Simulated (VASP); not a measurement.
Set up this calculation in VASP 6.6.1, as the native input.

| Property | Result |
| --- | --- |
| Task | single point |
| Functional | revPBE |
| Potentials or basis | VASP PAW PBE potentials, release 64 (Mo_sv) |
| Cutoff | 520 eV |
| k mesh | 17 × 17 × 5 |
| Occupations | fermi-dirac, width 0.1 eV |
| Spin | no spin polarisation |
| Dipole correction | no |
| Further INCAR settings | ALGO = Fast; EDIFF = 1e-07; NBANDS = 36 |

The structure of Mo lies in POSCAR:

```
Mo
1.0
    2.7820251854      0.0000000000      0.0000000000
   -1.3910125927      2.4093044845      0.0000000000
    0.0000000000      0.0000000000      9.6965812947
Mo
4
Direct
    1.0000000000      0.0000000000      1.0000000000
    0.0000000000      0.0000000000      0.5000000000
    0.3333333333      0.6666666667      0.2500000000
    0.6666666667      0.3333333333      0.7500000000
```

This isn't the form of Mo at room conditions, which is bcc.

These files were run (other wordings do the same):

INCAR

```
SYSTEM = Mo
  PREC = Accurate
  ENCUT = 520
  EDIFF = 1E-7
  ISMEAR = -1
  SIGMA = 0.1
  LREAL = .False.
  LASPH = .True.
  NELM = 100
  ALGO = Fast
  ISIF = 2
  LWAVE = .False.
  LCHARG = .True.
  GGA = RE
  LELF = .True.
  LVHAR = .True.
  NBANDS = 36
```

KPOINTS

```
Automatic mesh
0
Gamma
  17 17 5
  0 0 0
```

Potentials or basis: VASP PAW PBE potentials, release 64 (Mo_sv).

Command:

```bash
$ cat potpaw_PBE.64/Mo_sv/POTCAR > POTCAR
$ mpirun -np 1 vasp_std > vasp.out
```

It gave:

```json
{
  "Pressure": "0.5 GPa",
  "Band gap on the k mesh": "none (metal or under the smearing width)"
}
```

Caveat: the PAW data sets were made with another functional, which shifts forces and pressure a little.

It took 2.9 min on 1 thread of Intel(R) Xeon(R) Platinum 8559C (Emerald Rapids), on a shared host, peak memory 0.3 GiB.
